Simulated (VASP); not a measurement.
# MnO (P6_3mc) in VASP: notebook

One crystal, MnO, is run at these levels: PBEsol; tasks: single point.

Program: VASP 6.6.1. These are calculated values, not measurements. Logs are shortened: lines on timing, memory, paths and dates and some standing lists are left out, and cuts for length are marked.

### Step 1. The crystal as given

It takes space group P6_3mc (No. 186, hexagonal). The conventional cell has a = 3.372 Å, b = 3.372 Å, c = 5.386 Å, α = 90.00°, β = 90.00°, γ = 120.00°. Around Mn (site symmetry 3m) lie 4 O at 1.96 to 2.08 Å. Around O (site symmetry 3m) lie 4 Mn at 1.96 to 2.08 Å.

Measurements of this composition are mostly on another form, of space group No. 225.

### Step 2. Single point, PBEsol, collinear spin, ferromagnetic start

Input file INCAR:

```
SYSTEM = MnO
PREC = Accurate ; ENCUT = 350
EDIFF = 1E-6 ; ISMEAR = 0
SIGMA = 0.05 ; LREAL = .FALSE.
LASPH = .TRUE. ; NELM = 100
ALGO = Normal ; ISIF = 2
LWAVE = .FALSE. ; LCHARG = .FALSE.
ISPIN = 2 ; MAGMOM = 4 4 0 0
LORBIT = 11 ; LMAXMIX = 4
GGA = PS ; NBANDS = 31
ADDGRID = .FALSE.
```

Input file KPOINTS:

```
Automatic mesh
0
G
  7 7 4
  0 0 0
```

Input file POSCAR:

```
MnO
1.0
    3.3717000000      0.0000000000      0.0000000000
   -1.6858500000      2.9199778539      0.0000000000
    0.0000000000      0.0000000000      5.3855000000
Mn O
2 2
Direct
    0.6666666667      0.3333333333      0.5109600000
    0.3333333333      0.6666666667      0.0109600000
    0.6666666667      0.3333333333      0.8754700000
    0.3333333333      0.6666666667      0.3754700000
```

Potentials or basis: VASP PAW PBE potentials, release 64 (Mn_pv, O).

Run with:

```bash
$ cat potpaw_PBE.64/Mn_pv/POTCAR potpaw_PBE.64/O/POTCAR > POTCAR
$ mpirun -np 1 vasp_std > vasp.out
```

OUTCAR:

```text
SYSTEM = MnO
   PREC = Accurate
   ENCUT = 350
   EDIFF = 1E-6
   ISMEAR = 0
   LREAL = .FALSE.
   LASPH = .TRUE.
   NELM = 100
   ISIF = 2
   ISPIN = 2
   LORBIT = 11
   GGA = PS

 Found     24 irreducible k-points:

 Following reciprocal coordinates:
            Coordinates               Weight
  0.000000  0.000000  0.000000      1.000000
  0.142857 -0.000000  0.000000      6.000000
  0.285714 -0.000000  0.000000      6.000000
  0.428571  0.000000  0.000000      6.000000
  0.142857  0.142857  0.000000      6.000000
  0.285714  0.142857  0.000000     12.000000
   k-points           NKPTS =     24   k-points in BZ     NKDIM =     24   number of bands    NBANDS=     31
   number of dos      NEDOS =    301   number of ions     NIONS =      4
   total plane-waves  NPLWV =  20736
   dimension x,y,z NGX =    24 NGY =   24 NGZ =   36
   dimension x,y,z NGXF=    48 NGYF=   48 NGZF=   72
   ions per type =               2   2
   NGX,Y,Z   is equivalent  to a cutoff of  11.83, 11.83, 11.11 a.u.
   NGXF,Y,Z  is equivalent  to a cutoff of  23.67, 23.67, 22.23 a.u.
 SYSTEM =  MnO
   PREC   = accura    normal or accurate (medium, high low for compatibility)
   ISTART =      0    job   : 0-new  1-cont  2-samecut
   ICHARG =      2    charge: 1-file 2-atom 10-const
   ISPIN  =      2    spin polarized calculation?
   LNONCOLLINEAR =      F non collinear calculations
   LSORBIT =      F    spin-orbit coupling
   LASPH  =      T    aspherical Exc in radial PAW
   ENCUT  =  350.0 eV  25.72 Ry    5.07 a.u.   5.14  5.14  8.22*2*pi/ulx,y,z
   NELM   =    100;   NELMIN=  2; NELMDL= -5     # of ELM steps
   EDIFF  = 0.1E-05   stopping-criterion for ELM
   LREAL  =      F    real-space projection
   EDIFFG = 0.1E-04   stopping-criterion for IOM
   NSW    =      0    number of steps for IOM
   IBRION =     -1    ionic relax: 0-MD 1-quasi-New 2-CG
   NFREE  =      0    steps in history (QN), initial steepest desc. (CG)
   ISIF   =      2    stress and relaxation
   ISYM   =      2    0-nonsym 1-usesym 2-fastsym
   POTIM  = 0.5000    time-step for ionic-motion
   TEBEG  =    0.0;   TEEND  =   0.0 temperature during run
   PSTRESS=    0.0 pullay stress
   NELECT =      38.0000    total number of electrons
   NUPDOWN=      -1.0000    fix difference up-down
   EMIN   =  10.00;   EMAX   =-10.00  energy-range for DOS
   EFERMI =   0.00;   METHOD = LEGACY
   ISMEAR =     0;   SIGMA  =   0.05  broadening in eV -4-tet -1-fermi 0-gaus
   EFERMI_NEDOS =   21; number of points for ismear=-14 and -15
   IALGO  =     38    algorithm
   IMIX   =      4    mixing-type and parameters
     AMIX     =   0.40;   BMIX     =  1.00
     AMIX_MAG =   1.60;   BMIX_MAG =  1.00
  volume/ion in A,a.u.               =      13.26        89.45
  Fermi-wavevector in a.u.,A,eV,Ry     =   1.465046  2.768535 29.202988  2.146359
  Thomas-Fermi vector in A             =   2.580949
   LORBIT       =     11    0 simple, 1 ext, 2 COOP (PROOUT), +10 PAW based schemes
   GGA     = PS    functional components
   LHFCALC =     F    Hartree Fock is set to
   AEXX    =    0.0000 exact exchange contribution
   IVDW    =     0    specifies the selected vdW correction
   LEPSILON=     F    determine dielectric tensor
   LRPA    =     F    only Hartree local field effects (RPA)
 spin polarized calculation
 Gauss-broadening in eV      SIGMA  =   0.05
  energy-cutoff  :      350.00
  volume of cell :       53.02
 maximum number of plane-waves:       808
 NGX is ok and might be reduce to    24
   NGX = 11   NGY = 11   NGZ = 17

 number of electron      37.9999949 magnetization      10.0320639

 number of electron      37.9999949 magnetization       9.9883457

 Free energy of the ion-electron system (eV)
  ---------------------------------------------------
  ext. energy  EPLUGINS =         0.00000000
  ---------------------------------------------------
  free energy    TOTEN  =       -34.34336474 eV

  energy without entropy =      -34.34301811  energy(sigma->0) =      -34.34319142

 E-fermi :   5.7442     XC(G=0): -10.8227

 val. band max:        5.6674530510   @ k =   0.1429  -0.0000   0.0000
 cond. band min:       5.7581156969   @ k =   0.0000   0.0000   0.0000
 fundamental gap:      0.0906626460
 Fermi energy:         5.7441797213

 spin component 1

 k-point     1 :       0.0000    0.0000    0.0000
  band No.  band energies     occupation
      1     -44.7083      1.00000
      2     -44.7080      1.00000
      3     -44.7080      1.00000
      4     -44.7018      1.00000
      5     -44.7018      1.00000
      6     -44.6698      1.00000
[... 23 lines left out ...]
     30      17.8065      0.00000
     31      18.2053      0.00000

 k-point     2 :       0.1429   -0.0000    0.0000
  band No.  band energies     occupation
      1     -44.7127      1.00000
      2     -44.7093      1.00000
      3     -44.7064      1.00000
      4     -44.7055      1.00000
      5     -44.7025      1.00000
      6     -44.6709      1.00000
[... 23 lines left out ...]
     30      17.0329      0.00000
     31      18.5452      0.00000

 k-point     3 :       0.2857   -0.0000    0.0000
  band No.  band energies     occupation
      1     -44.7223      1.00000
      2     -44.7168      1.00000
      3     -44.7124      1.00000
      4     -44.7045      1.00000
      5     -44.7000      1.00000
      6     -44.6743      1.00000
[... 23 lines left out ...]
     30      16.2189      0.00000
     31      16.9901      0.00000

 k-point     4 :       0.4286    0.0000    0.0000
  band No.  band energies     occupation
      1     -44.7297      1.00000
      2     -44.7247      1.00000
      3     -44.7147      1.00000
      4     -44.7061      1.00000
      5     -44.6938      1.00000
      6     -44.6788      1.00000
[... 23 lines left out ...]
     30      15.2293      0.00000
     31      17.0414      0.00000

 k-point     5 :       0.1429    0.1429    0.0000
  band No.  band energies     occupation
      1     -44.7186      1.00000
      2     -44.7151      1.00000
      3     -44.7104      1.00000
      4     -44.7047      1.00000
      5     -44.7015      1.00000
      6     -44.6732      1.00000
[... 23 lines left out ...]
     30      17.0368      0.00000
     31      17.3102      0.00000

 k-point     6 :       0.2857    0.1429    0.0000
  band No.  band energies     occupation
      1     -44.7257      1.00000
      2     -44.7223      1.00000
      3     -44.7150      1.00000
      4     -44.7077      1.00000
      5     -44.6953      1.00000
      6     -44.6775      1.00000
[... 23 lines left out ...]
     30      15.4768      0.00000
     31      16.4495      0.00000

 [... further k-points ...]

 spin component 2

 k-point     1 :       0.0000    0.0000    0.0000
  band No.  band energies     occupation
      1     -40.0638      1.00000
      2     -40.0333      1.00000
      3     -40.0333      1.00000
      4     -40.0253      1.00000
      5     -40.0253      1.00000
      6     -40.0119      1.00000
[... 23 lines left out ...]
     30      18.9114      0.00000
     31      19.7564      0.00000

 k-point     2 :       0.1429   -0.0000    0.0000
  band No.  band energies     occupation
      1     -40.0610      1.00000
      2     -40.0386      1.00000
      3     -40.0350      1.00000
      4     -40.0313      1.00000
      5     -40.0262      1.00000
      6     -40.0133      1.00000
[... 23 lines left out ...]
     30      18.5638      0.00000
     31      20.3198      0.00000

 k-point     3 :       0.2857   -0.0000    0.0000
  band No.  band energies     occupation
      1     -40.0572      1.00000
      2     -40.0480      1.00000
      3     -40.0451      1.00000
      4     -40.0391      1.00000
      5     -40.0287      1.00000
      6     -40.0178      1.00000
[... 23 lines left out ...]
     30      18.0920      0.00000
     31      18.5103      0.00000

 k-point     4 :       0.4286    0.0000    0.0000
  band No.  band energies     occupation
      1     -40.0633      1.00000
      2     -40.0561      1.00000
      3     -40.0429      1.00000
      4     -40.0420      1.00000
      5     -40.0308      1.00000
      6     -40.0236      1.00000
[... 23 lines left out ...]
     30      16.9720      0.00000
     31      18.7058      0.00000

 k-point     5 :       0.1429    0.1429    0.0000
  band No.  band energies     occupation
      1     -40.0571      1.00000
      2     -40.0450      1.00000
      3     -40.0428      1.00000
      4     -40.0367      1.00000
      5     -40.0290      1.00000
      6     -40.0164      1.00000
[... 23 lines left out ...]
     30      18.9783      0.00000
     31      19.2108      0.00000

 k-point     6 :       0.2857    0.1429    0.0000
  band No.  band energies     occupation
      1     -40.0587      1.00000
      2     -40.0530      1.00000
      3     -40.0446      1.00000
      4     -40.0424      1.00000
      5     -40.0328      1.00000
      6     -40.0219      1.00000
[... 23 lines left out ...]
     30      17.3739      0.00000
     31      18.3256      0.00000

 [... further k-points ...]

------------------------ aborting loop because EDIFF is reached ----------------------------------------

  FORCE on cell =-STRESS in cart. coord.  units (eV):
  Direction    XX          YY          ZZ          XY          YZ          ZX
  --------------------------------------------------------------------------------------
  -------------------------------------------------------------------------------------
  Total       -4.3766591     -4.3766591     -1.8632664      0.0000000      0.0000000      0.0000000
  in kB     -132.2509459   -132.2509459    -56.3029331      0.0000000      0.0000000      0.0000000
  external PRESSURE =    -106.9349416 kB  Pullay stress =       0.0000000 kB

 VOLUME and BASIS-vectors are now :
 -----------------------------------------------------------------------------
  energy-cutoff  :      350.00
  volume of cell :       53.02
      direct lattice vectors                 reciprocal lattice vectors
     3.371700000  0.000000000  0.000000000     0.296586292  0.171234175  0.000000000
    -1.685850000  2.919977854  0.000000000     0.000000000  0.342468351  0.000000000
     0.000000000  0.000000000  5.385500000     0.000000000  0.000000000  0.185683781

 POSITION                                       TOTAL-FORCE (eV/Angst)
 -----------------------------------------------------------------------------------
      1.68585      0.97333      2.75178        -0.000000      0.000000     -0.594997
     -0.00000      1.94665      0.05903         0.000000     -0.000000     -0.594997
      1.68585      0.97333      4.71484        -0.000000      0.000000      0.594997
     -0.00000      1.94665      2.02209         0.000000      0.000000      0.594997
 -----------------------------------------------------------------------------------
    total drift:                                0.000001      0.000002     -0.000862

  FREE ENERGIE OF THE ION-ELECTRON SYSTEM (eV)
  ---------------------------------------------------
  free  energy   TOTEN  =       -34.3433647366 eV

  energy  without entropy=      -34.3430181134  energy(sigma->0) =      -34.34319142

 total charge

# of ion       s       p       d       tot
------------------------------------------
    1        0.245   6.234   4.948  11.426
    2        0.245   6.234   4.948  11.426
    3        1.605   3.480   0.000   5.085
    4        1.605   3.480   0.000   5.085
--------------------------------------------------
tot          3.699  19.427   9.895  33.021

 magnetization (x)

# of ion       s       p       d       tot
------------------------------------------
    1        0.038   0.064   4.300   4.401
    2        0.038   0.064   4.300   4.401
    3        0.020   0.180   0.000   0.200
    4        0.020   0.180   0.000   0.200
--------------------------------------------------
tot          0.115   0.488   8.601   9.203
```

Wall time 30 s (1 thread of AMD EPYC 9R45 (Zen 5), shared host); peak memory 0.15 GiB.

The run converged, but a check on its numbers failed (symmetry, net force, bounds or a known fault of this set-up), so they aren't taken as properties of the crystal.

Caveat: the cutoff lies under the usual one of these potentials, so the numbers hold a large basis-set error; the PAW data sets were made with another functional, which shifts forces and pressure a little; semilocal functionals often make such compounds metallic where correlation or magnetic order opens a gap, which also shifts bond lengths; only a ferromagnetic start was run, and an antiferromagnetic order may lie lower in energy.

### Step 3. Single point, PBEsol, collinear spin, ferromagnetic start

INCAR: that of step 2 with these lines changed.

```diff
@@ -1,3 +1,3 @@
 SYSTEM = MnO
-PREC = Accurate ; ENCUT = 350
+PREC = Accurate ; ENCUT = 900
 EDIFF = 1E-6 ; ISMEAR = 0
```

Input file KPOINTS:

```
Automatic mesh
0
G
  4 4 3
  0 0 0
```

POSCAR is that of step 2.

Potentials or basis: VASP PAW PBE potentials, release 64 (Mn_pv, O).

Run with:

```bash
$ cat potpaw_PBE.64/Mn_pv/POTCAR potpaw_PBE.64/O/POTCAR > POTCAR
$ mpirun -np 1 vasp_std > vasp.out
```

It took 37 s on 1 thread of AMD EPYC 9R45 (Zen 5), shared host; peak memory 0.28 GiB.

The run converged, but some of its settings lie outside the range that counts as converged, so its numbers aren't taken as properties of the crystal.

What came out:

```yaml
Free_energy: -34.2672 eV
Pressure: 1.3 GPa
Largest_force: 0.623 eV/Å
Band_gap_on_the_k_mesh: none (metal or under the smearing width)
Net_moment: 9.96 μB per cell
Site_moments: Mn +4.40; O +0.20 μB
Valence_electrons_inside_the_program's_atomic_spheres: Mn 11.43; O 4.99
```

Caveat: the k mesh is coarse (spacing up to 0.54 Å⁻¹), so the values aren't converged; the PAW data sets were made with another functional, which shifts forces and pressure a little; semilocal functionals often make such compounds metallic where correlation or magnetic order opens a gap, which also shifts bond lengths; only a ferromagnetic start was run, and an antiferromagnetic order may lie lower in energy.

### Step 4. Single point, PBEsol, collinear spin, ferromagnetic start

INCAR: that of step 3 with these lines changed.

```diff
@@ -1,3 +1,3 @@
 SYSTEM = MnO
-PREC = Accurate ; ENCUT = 900
+PREC = Accurate ; ENCUT = 550
 EDIFF = 1E-6 ; ISMEAR = 0
```

Input file KPOINTS:

```
Automatic mesh
0
G
  6 6 3
  0 0 0
```

POSCAR is that of step 3.

Run with:

```bash
$ cat potpaw_PBE.64/Mn_pv/POTCAR potpaw_PBE.64/O/POTCAR > POTCAR
$ mpirun -np 1 vasp_std > vasp.out
```

It took 41 s on 1 thread of AMD EPYC 9R45 (Zen 5), shared host; peak memory 0.18 GiB.

The run converged, but some of its settings lie outside the range that counts as converged, so its numbers aren't taken as properties of the crystal.

What came out:

```yaml
Free_energy: -34.2631 eV
Pressure: 1.2 GPa
Largest_force: 0.605 eV/Å
Band_gap_on_the_k_mesh: none (metal or under the smearing width)
Net_moment: 9.98 μB per cell
Site_moments: Mn +4.40; O +0.20 μB
Valence_electrons_inside_the_program's_atomic_spheres: Mn 11.43; O 4.99
```

Caveat: the k mesh is coarse (spacing up to 0.39 Å⁻¹), so the values aren't converged; the PAW data sets were made with another functional, which shifts forces and pressure a little; semilocal functionals often make such compounds metallic where correlation or magnetic order opens a gap, which also shifts bond lengths; only a ferromagnetic start was run, and an antiferromagnetic order may lie lower in energy.

### Step 5. Single point, PBEsol, collinear spin, ferromagnetic start

INCAR: that of step 4 with these lines changed.

```diff
@@ -1,3 +1,3 @@
 SYSTEM = MnO
-PREC = Accurate ; ENCUT = 550
+PREC = Accurate ; ENCUT = 450
 EDIFF = 1E-6 ; ISMEAR = 0
```

Input file KPOINTS:

```
Automatic mesh
0
G
  7 7 4
  0 0 0
```

POSCAR is that of step 4.

Run with:

```bash
$ cat potpaw_PBE.64/Mn_pv/POTCAR potpaw_PBE.64/O/POTCAR > POTCAR
$ mpirun -np 1 vasp_std > vasp.out
```

It took 34 s on 1 thread of AMD EPYC 9R45 (Zen 5), shared host; peak memory 0.16 GiB.

The run converged, but some of its settings lie outside the range that counts as converged, so its numbers aren't taken as properties of the crystal.

What came out:

| Item | Value |
| --- | --- |
| Free energy | -34.2668 eV |
| Largest force | 0.595 eV/Å |
| Band gap on the k mesh | none (metal or under the smearing width) |
| Net moment | 9.99 μB per cell |
| Site moments | Mn +4.40; O +0.20 μB |
| Valence electrons inside the program's atomic spheres | Mn 11.43; O 5.01 |

Caveat: the cutoff is under 1.25 times the usual one of these potentials, so pressure, stress and relaxed cells hold a basis-set (Pulay) error; the PAW data sets were made with another functional, which shifts forces and pressure a little; semilocal functionals often make such compounds metallic where correlation or magnetic order opens a gap, which also shifts bond lengths; only a ferromagnetic start was run, and an antiferromagnetic order may lie lower in energy.

### Step 6. For comparison

An earlier run on the cell as given: functional PBE; potentials or basis VASP PAW PBE potentials, release 64 (Mn_pv, O); cutoff 520 eV; k mesh 9 × 9 × 5; occupations fermi-dirac, width 0.05 eV; collinear spin, ferromagnetic start; starting moments [4.0, 4.0, 0.0, 0.0] μB.

- Pressure: 6.5 GPa
- Largest force: 0.663 eV/Å
- Band gap on the k mesh: none (metal or under the smearing width)
- Net moment: 9.99 μB per cell
- Site moments: Mn +4.41; O +0.20 μB
- Valence electrons inside the program's atomic spheres: Mn 11.43; O 5.02
